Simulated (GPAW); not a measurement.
The system is Al.

```
Al
1.0
     0.00000    2.02481    2.02481
     2.02481    0.00000    2.02481
     2.02481    2.02481    0.00000
Al
1
Direct
  0.00000 0.00000 0.00000
```

- Program: GPAW 26.7.0
- Task: relaxation of cell and atoms
- Functional: PBEsol
- Potentials or basis: PAW data sets generated in the run's folder for this functional
- Cutoff: 600 eV
- Basis: pw
- k mesh: 11 × 11 × 11
- Occupations: fermi-dirac, width 0.05 eV
- Spin: no spin polarisation

At the start: pressure -1.8 GPa; volume 16.60 Å³/atom.

**Question.** Where does the relaxation end?

**Answer.** Over 9 steps the energy falls by 2.1 meV/atom and the volume is 16.22 Å³/atom (-2.3 %); space group Fm-3m (No. 225, to 0.05 Å).

The path:
| step | energy change (eV) | largest force (eV/Å) | pressure (GPa) | volume (Å³) |
| --- | --- | --- | --- | --- |
| 1 | 0.0000 | 0.0000 | -1.78 | 16.60 |
| 2 | -0.0009 | 0.0000 | -1.36 | 16.51 |
| 3 | -0.0019 | 0.0000 | -0.58 | 16.35 |
| 4 | -0.0020 | 0.0000 | 0.37 | 16.16 |
| 5 | -0.0020 | 0.0000 | 0.35 | 16.17 |
| 6 | -0.0020 | 0.0000 | 0.30 | 16.18 |
| 7 | -0.0021 | 0.0000 | 0.24 | 16.19 |
| 8 | -0.0021 | 0.0000 | 0.16 | 16.21 |
| 9 | -0.0021 | 0.0000 | 0.07 | 16.22 |

Final structure:
```xyz
1
Lattice="0.0000 2.0093 2.0093 2.0093 0.0000 2.0093 2.0093 2.0093 0.0000" Properties=species:S:1:pos:R:3 pbc="T T T"
Al    0.0000    0.0000    0.0000
```

The cell as given is a measured one (16.60 Å³/atom); PBEsol puts the equilibrium volume -2.3 % from it, thermal expansion not counted.

Caveat: later steps reuse the first step's grids.
